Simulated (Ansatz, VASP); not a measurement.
**V: VASP beside Ansatz**

```
CELL_PARAMETERS angstrom
0.00000 1.95830 1.95830
1.95830 0.00000 1.95830
1.95830 1.95830 0.00000
ATOMIC_POSITIONS crystal
V 0.00000 0.00000 0.00000
```

Alike in both runs: task single point; functional PBEsol; k mesh 16 × 16 × 16; occupations fermi-dirac, width 0.1 eV; no spin polarisation.

```csv
,VASP,Ansatz
version,VASP 6.6.1,Ansatz 0.2.0
potentials or method,"VASP PAW PBE potentials, release 64 (V_sv)","plane waves (420 eV) with PAW, scalar-relativistic"
plane-wave cutoff (eV),520,420
valence electrons in the cell,13,13
```

|  | VASP | Ansatz | Ansatz less VASP |
| --- | --- | --- | --- |
| pressure (GPa) | -17.1 | -17.2 | -0.16 |

Ansatz warned: «pseudo_functional_mismatch».

Caveats: so large a pressure means that the cell lies far from this level's equilibrium, or that cutoff or potentials fall short (VASP); the potentials were made for another functional, which shifts forces and pressure (VASP).
